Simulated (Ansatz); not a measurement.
# Zone-centre phonons of HgTe at 25 GPa: input and output

Theory: Ansatz 0.2.0, DFT PBE, scalar-relativistic, plane waves, PAW.

Launched with:
```bash
ansatz run input.yaml --threads 1 --pin off --max-ram 3072MiB --backend cpu --events-out ev --progress --plain --runs-dir out
```

Input (bare energies are in eV):
```yaml
crystal:
  lattice:
    - [0.0, 2.9886336293, 2.9886336293]
    - [2.9886336293, 0.0, 2.9886336293]
    - [2.9886336293, 2.9886336293, 0.0]
  atoms:
    - { symbol: Hg, position: [0.0, 0.0, 0.0] }
    - { symbol: Te, position: [0.75, 0.75, 0.75] }
basis:
  ecutwfc: 420
kpoints:
  mp_grid: { grid: [12, 12, 12] }
hamiltonian:
  xc: pbe
scf:
  occupations: { method: fermi_dirac, width: 0.15 }
output:
  eigenvalues: true
phonons:
  method: dfpt
  eigenvectors: true
```

The end of the output:
```
--- Phonons (Γ-DFPT): 2 representative perturbations + reference, on 163 of 1728 k-points (Σ response iterations 6) ---
  k mesh reduced under 8 symmetry operations, with k and −k counted as one. Each operation leaves every solved displacement unchanged or reverses it
  ASR residual: 1.129e-4 → 0.000e0 eV/Å²; symmetrization residual: 5.417e-5 eV/Å²
  ASR residual per site (eV/Å²): 1.13e-4 5.69e-5
  Γ frequencies (cm⁻¹): 0.00 0.00 0.00 185.45 185.45 185.45
  non-analytic LO–TO correction: not included (Born effective charges unavailable; polar crystals: no LO–TO splitting at Γ)
```

Time: 76 s on 1 thread of Intel(R) Xeon(R) Processor @ 2.70GHz, with other jobs on the host, peak memory 0.82 GiB.

Without a gap, frequencies and elastic constants depend on the k mesh and the smearing, soft modes and shear constants most. Spin–orbit coupling is left out, which can shift energies with elements as heavy as these. Other phases may be more stable at this pressure.

The bands only touch here, so at this level the crystal is a zero-gap semiconductor or semimetal, not an ordinary metal; spin–orbit coupling, left out, moves these levels but leaves zinc-blende mercury chalcogenides without a gap.